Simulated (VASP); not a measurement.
# Pm in VASP: further runs, part 2 of 3

VASP 6.6.1.

## Step 4: Single point, LDA, collinear spin, ferromagnetic start

File INCAR:

```
PREC     = Accurate       # precision mode
ENCUT    = 700            # plane-wave cutoff, eV
EDIFF    = 1E-6           # SCF threshold, eV
ISMEAR   = -1             # smearing method
SIGMA    = 0.2            # smearing width, eV
LREAL    = F              # projectors in reciprocal space
LASPH    = T              # aspherical terms in the spheres
NELM     = 100            # most SCF steps
ALGO     = Normal         # electronic algorithm
ISIF     = 2              # what is computed and relaxed
LWAVE    = F              # write WAVECAR
LCHARG   = F              # write CHGCAR
ISPIN    = 2              # spin polarisation
MAGMOM   = 4              # initial moments
LORBIT   = 11             # projections on sites
LMAXMIX  = 6              # l up to which the mixer works
GGA      = CA             # functional
NBANDS   = 18             # bands
ADDGRID  = F
```

File KPOINTS:

```
Automatic mesh
0
Gamma
  2 2 2
```

File POSCAR:

```
Pm
1.0
   -0.0555010000      2.5655700000      2.5293400000
    2.5242190000     -0.0080540000      2.4818930000
    2.6229240000      2.6168280000     -0.1067590000
Pm
1
Direct
    0.0077670000      0.0042080000     -0.0216400000
```

Potentials or basis: VASP PAW PBE potentials, release 64 (Pm).

On the command line:

```console
$ cat potpaw_PBE.64/Pm/POTCAR > POTCAR
$ mpirun -np 1 vasp_std > vasp.out
```

OUTCAR:

```text
PREC = Accurate
   ENCUT = 700
   EDIFF = 1E-6
   ISMEAR = -1
   LREAL = F
   LASPH = T
   NELM = 100
   ISIF = 2
   ISPIN = 2
   LORBIT = 11
   GGA = CA

 Found      8 irreducible k-points:

 Following reciprocal coordinates:
            Coordinates               Weight
  0.000000  0.000000  0.000000      1.000000
  0.500000  0.000000  0.000000      1.000000
  0.000000  0.500000 -0.000000      1.000000
  0.500000  0.500000 -0.000000      1.000000
  0.000000  0.000000  0.500000      1.000000
  0.500000 -0.000000  0.500000      1.000000
   k-points           NKPTS =      8   k-points in BZ     NKDIM =      8   number of bands    NBANDS=     18
   number of dos      NEDOS =    301   number of ions     NIONS =      1
   total plane-waves  NPLWV =  32768
   dimension x,y,z NGX =    32 NGY =   32 NGZ =   32
   dimension x,y,z NGXF=    64 NGYF=   64 NGZF=   64
   ions per type =               1
   NGX,Y,Z   is equivalent  to a cutoff of  14.76, 15.03, 14.35 a.u.
   NGXF,Y,Z  is equivalent  to a cutoff of  29.53, 30.06, 28.70 a.u.
 SYSTEM =  unknown system
   PREC   = accura    normal or accurate (medium, high low for compatibility)
   ISTART =      0    job   : 0-new  1-cont  2-samecut
   ICHARG =      2    charge: 1-file 2-atom 10-const
   ISPIN  =      2    spin polarized calculation?
   LNONCOLLINEAR =      F non collinear calculations
   LSORBIT =      F    spin-orbit coupling
   LASPH  =      T    aspherical Exc in radial PAW
   ENCUT  =  700.0 eV  51.45 Ry    7.17 a.u.   7.77  7.64  8.00*2*pi/ulx,y,z
   NELM   =    100;   NELMIN=  2; NELMDL= -5     # of ELM steps
   EDIFF  = 0.1E-05   stopping-criterion for ELM
[... 19 lines left out ...]
     AMIX_MAG =   1.60;   BMIX_MAG =  1.00
  volume/ion in A,a.u.               =      34.51       232.91
  Fermi-wavevector in a.u.,A,eV,Ry     =   1.240052  2.343359 20.922083  1.537730
  Thomas-Fermi vector in A             =   2.374509
   LORBIT       =     11    0 simple, 1 ext, 2 COOP (PROOUT), +10 PAW based schemes
[... 5 lines left out ...]
   LRPA    =     F    only Hartree local field effects (RPA)
 spin polarized calculation
  energy-cutoff  :      700.00
  volume of cell :       34.51
 maximum number of plane-waves:      1456
 NGX is ok and might be reduce to    32

 number of electron      15.0000000 magnetization       4.6175976

 Free energy of the ion-electron system (eV)
  ---------------------------------------------------
  ext. energy  EPLUGINS =         0.00000000
  ---------------------------------------------------
  free energy    TOTEN  =        -9.94253274 eV

  energy without entropy =       -8.99196279  energy(sigma->0) =       -9.46724777

 E-fermi :   5.0369     XC(G=0): -10.0735

 val. band max:        5.0302315189   @ k =   0.5000   0.5000   0.5000
 cond. band min:       5.0645449702   @ k =   0.0000   0.0000   0.0000
 fundamental gap:      0.0343134512
 Fermi energy:         5.0368537362

 spin component 1

 k-point     1 :       0.0000    0.0000    0.0000
  band No.  band energies     occupation
      1     -33.1262      1.00000
      2     -13.1363      1.00000
      3     -13.0575      1.00000
      4     -13.0024      1.00000
      5       1.5654      1.00000
      6       4.6391      0.87963
[... 10 lines left out ...]
     17       9.8499      0.00000
     18      15.0294      0.00000
[... 85 lines left out ...]
 k-point     6 :       0.5000   -0.0000    0.5000
  band No.  band energies     occupation
      1     -32.9795      1.00000
      2     -14.0155      1.00000
      3     -13.5059      1.00000
      4     -13.3241      1.00000
      5       3.7147      0.99866
      6       4.5049      0.93462
[... 10 lines left out ...]
     17      12.2548      0.00000
     18      14.0174      0.00000

 [... further k-points ...]

 spin component 2

 k-point     1 :       0.0000    0.0000    0.0000
  band No.  band energies     occupation
      1     -31.2620      1.00000
      2     -11.6841      1.00000
      3     -11.5953      1.00000
      4     -11.5319      1.00000
      5       1.9813      1.00000
      6       7.2815      0.00001
[... 10 lines left out ...]
     17      10.5827      0.00000
     18      15.7033      0.00000
[... 85 lines left out ...]
 k-point     6 :       0.5000   -0.0000    0.5000
  band No.  band energies     occupation
      1     -31.0911      1.00000
      2     -12.6843      1.00000
      3     -12.1032      1.00000
      4     -11.8971      1.00000
      5       4.0975      0.99096
      6       5.0168      0.52502
[... 10 lines left out ...]
     17      13.1689      0.00000
     18      14.6854      0.00000

 [... further k-points ...]
[... 5 lines left out ...]
  --------------------------------------------------------------------------------------
  -------------------------------------------------------------------------------------
  Total       -3.3927374     -3.4091055     -3.2582829     -0.1154882      0.1782007      0.4899803
  in kB     -157.4943876   -158.2542114   -151.2528692     -5.3610801      8.2722619     22.7453919
  external PRESSURE =    -155.6671561 kB  Pullay stress =       0.0000000 kB

 VOLUME and BASIS-vectors are now :
 -----------------------------------------------------------------------------
  energy-cutoff  :      700.00
  volume of cell :       34.51
      direct lattice vectors                 reciprocal lattice vectors
    -0.055501000  2.565570000  2.529340000    -0.188150331  0.196421533  0.191996440
     2.524219000 -0.008054000  2.481893000     0.199708474 -0.192047705  0.199180755
     2.622924000  2.616828000 -0.106759000     0.185079531  0.188976904 -0.187622612

 POSITION                                       TOTAL-FORCE (eV/Angst)
 -----------------------------------------------------------------------------------
      2.57635      2.58009     -0.07436         0.000000     -0.000000      0.000000
 -----------------------------------------------------------------------------------
    total drift:                               -0.000001      0.000001     -0.000003

  FREE ENERGIE OF THE ION-ELECTRON SYSTEM (eV)
  ---------------------------------------------------
  free  energy   TOTEN  =        -9.9425327377 eV

  energy  without entropy=       -8.9919627944  energy(sigma->0) =       -9.46724777

 total charge

# of ion       s       p       d       f       tot
--------------------------------------------------
    1        2.048   5.410   0.618   4.294  12.369

 magnetization (x)

# of ion       s       p       d       f       tot
--------------------------------------------------
    1       -0.006   0.011   0.074   4.293   4.373
```

OSZICAR:

```text
N       E                     dE             d eps       ncg     rms          rms(c)
DAV:   1     0.122021240724E+03    0.12202E+03   -0.71977E+03   610   0.161E+03
DAV:   2     0.587810607822E+01   -0.11614E+03   -0.10266E+03   628   0.220E+02
DAV:   3    -0.826076325870E+01   -0.14139E+02   -0.13465E+02   732   0.878E+01
DAV:   4    -0.908369703746E+01   -0.82293E+00   -0.81744E+00   908   0.204E+01
DAV:   5    -0.912284263313E+01   -0.39146E-01   -0.39115E-01   874   0.323E+00    0.182E+01
DAV:   6    -0.134088277860E+02   -0.42860E+01   -0.15837E+01   628   0.321E+01    0.275E+01
DAV:   7    -0.102555853535E+02    0.31532E+01   -0.19131E+01   616   0.225E+01    0.972E+00
DAV:   8    -0.998826960568E+01    0.26732E+00   -0.35243E-01   762   0.500E+00    0.262E+00
DAV:   9    -0.997076147379E+01    0.17508E-01   -0.20235E-02   896   0.105E+00    0.214E+00
DAV:  10    -0.994591569261E+01    0.24846E-01   -0.14001E-02   794   0.990E-01    0.954E-01
DAV:  11    -0.994342796240E+01    0.24877E-02   -0.48285E-03   900   0.505E-01    0.451E-01
DAV:  12    -0.994262174261E+01    0.80622E-03   -0.80683E-04   908   0.235E-01    0.240E-01
DAV:  13    -0.994277354502E+01   -0.15180E-03   -0.41215E-04   894   0.140E-01    0.234E-01
DAV:  14    -0.994259001119E+01    0.18353E-03   -0.15256E-04   810   0.977E-02    0.111E-01
DAV:  15    -0.994253654991E+01    0.53461E-04   -0.46322E-05   864   0.379E-02    0.288E-02
DAV:  16    -0.994253288464E+01    0.36653E-05   -0.11815E-05   934   0.193E-02    0.668E-03
DAV:  17    -0.994253273771E+01    0.14693E-06   -0.59362E-07   378   0.654E-03
   1 F= -.99425327E+01 E0= -.94672478E+01  d E =-.950570E+00  mag=     4.6176
```

stdout:

```text
POSCAR found type information on POSCAR Pm
 POSCAR found :  1 types and       1 ions
 scaLAPACK will be used
 -----------------------------------------------------------------------------
|                                                                             |
|                                                                             |
|     You enforced a specific xc type in the INCAR file but a different       |
|     I HOPE YOU KNOW WHAT YOU ARE DOING!                                     |
|                                                                             |
 -----------------------------------------------------------------------------

 LDA part: xc-table for (Slater(with rela. corr.)+CA(PZ))
 , standard interpolation
 POSCAR, INCAR and KPOINTS ok, starting setup
 FFT: planning ... GRIDC
 FFT: planning ... GRID_SOFT
 FFT: planning ... GRID
 WAVECAR not read
 entering main loop
```

Wall time 9.2 s (1 thread of Intel Xeon 6975P-C (Granite Rapids), shared host); peak memory 0.17 GiB.

The run converged, but some of its settings lie outside the range that counts as converged, so its numbers aren't taken as properties of the crystal.

Results:

```
Free energy                                           : -9.9425 eV
Pressure                                              : -15.6 GPa
Band gap on the k mesh                                : none (metal or under the smearing width)
Net moment                                            : 4.62 μB per cell
Site moments                                          : Pm +4.37 μB
Valence electrons inside the program's atomic spheres : Pm 12.37
```

Caveat: the k mesh is coarse (spacing up to 1.07 Å⁻¹), so the values aren't converged; the magnetic or orbital state may not be the lowest; the PAW data sets were made with another functional, which shifts forces and pressure a little; spin-orbit coupling is left out, which moves the levels of the heavy elements.

(Continued in part 3 of 3.)
